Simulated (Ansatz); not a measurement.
Theory: Ansatz, DFT PBE, scalar-relativistic, plane waves, PAW. Settings: cutoff 420 eV, Γ-centred meshes spaced at most about 0.3 Å⁻¹, and about 0.25 Å⁻¹ or finer for metals (2π included), Gaussian smearing. No spin polarisation in the final relaxations.

Temperature and zero-point effects are left out.

Two forms of As were relaxed alike.

A.

```cif
data_structure
_symmetry_space_group_name_H-M 'P6/mmm'
_symmetry_Int_Tables_number 191
_cell_length_a 2.9047
_cell_length_b 2.9047
_cell_length_c 2.7479
_cell_angle_alpha 90.000
_cell_angle_beta 90.000
_cell_angle_gamma 120.000
_cell_volume 20.08
loop_
_atom_site_label
_atom_site_type_symbol
_atom_site_symmetry_multiplicity
_atom_site_Wyckoff_symbol
_atom_site_fract_x
_atom_site_fract_y
_atom_site_fract_z
_atom_site_occupancy
As1 As 1 a 0.00000 0.00000 0.00000 1
```

B.

```cif
data_structure
_symmetry_space_group_name_H-M 'Cmmm'
_symmetry_Int_Tables_number 65
_cell_length_a 5.4260
_cell_length_b 5.7411
_cell_length_c 2.7904
_cell_angle_alpha 90.000
_cell_angle_beta 90.000
_cell_angle_gamma 90.000
_cell_volume 86.93
loop_
_atom_site_label
_atom_site_type_symbol
_atom_site_symmetry_multiplicity
_atom_site_Wyckoff_symbol
_atom_site_fract_x
_atom_site_fract_y
_atom_site_fract_z
_atom_site_occupancy
As1 As 4 j 0.50000 0.21714 0.50000 1
```

Question: Which is lower in energy, and by how much?

Answer: B is lower, by 170 meV/atom. A has the simple hexagonal type, space group P6/mmm (No. 191), 20.1 Å³/atom and no gap on its mesh; B has space group Cmmm (No. 65), 21.7 Å³/atom and no gap. Counting all near atoms (those within 1.25 times the shortest such distance or 1.15 times the sum of covalent radii, 1.27 where that leaves under three; a plus sign parts nearer from farther groups), A has As 8 and B has As 1+4. The lower one is the more open, so pressure narrows the difference. Both come from invented guesses. The part of the Crystallography Open Database at hand lists As in space groups No. 64, 166; no cell shown has one of them.

Cells relaxed within their symmetry can be saddle points.
